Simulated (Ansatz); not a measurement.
# ZnO: the cost of one run

All numbers below are computed with Ansatz 0.2.0 (DFT PBEsol, scalar-relativistic, plane waves, PAW).

3 further runs of the same task are left out: 3 set aside as unsound or not needed. Runs told in other sessions of the task aren't counted.

**1. The structure to begin with**

The cell holds 35 atoms (O18Zn17): a = 7.648 Å, b = 7.648 Å, c = 7.648 Å, α = 78.63°, β = 78.63°, γ = 78.63°.

The coordinates of this cell stand in the input of its own run.

The host was relaxed before at PBEsol: a = 3.231 Å, b = 3.231 Å, c = 5.214 Å, α = 90.00°, β = 90.00°, γ = 120.00° (conventional cell), 11.781 Å³/atom.

Places, in fractions of the supercell: a vacancy on Zn at (0.389, 0.722, 0.389). Its neighbours start displaced at random, with a spread of 0.03 Å in each coordinate.

**2. Band edges of the host over the zone**

File input.yaml:

```yaml
crystal:
  lattice:
    - [3.2305167433, 0.0, 0.0]
    - [-1.6152583716, 2.7977095671, 0.0]
    - [0.0, 0.0, 5.2139362521]
  atoms:
    - { symbol: Zn, position: [0.6666666667, 0.3333333333, 0.5006385768] }
    - { symbol: Zn, position: [0.3333333333, 0.6666666667, 0.0006385768] }
    - { symbol: O, position: [0.6666666667, 0.3333333333, 0.8796714232] }
    - { symbol: O, position: [0.3333333333, 0.6666666667, 0.3796714232] }
basis:
  ecutwfc: 420
  xc_grid: 2
kpoints:
  mp_grid: { grid: [9, 9, 6] }
  band_path: { path: [VBM, CBM], npoints: 2 }
hamiltonian:
  xc: pbesol
scf:
  occupations: { method: gaussian, width: 0.02 }
output:
  forces: true
  stress: true
  eigenvalues: true
```

Started as:

```
ansatz run input.yaml --threads 8 --pin off --max-ram 16384MiB --backend cpu --events-out ev --progress --plain --runs-dir out
```

Q: Estimate wall time and peak memory on 8 threads of AMD EPYC 7B13 (Zen 3), shared host.

About 1.4 s, with a peak of 0.51 GiB.
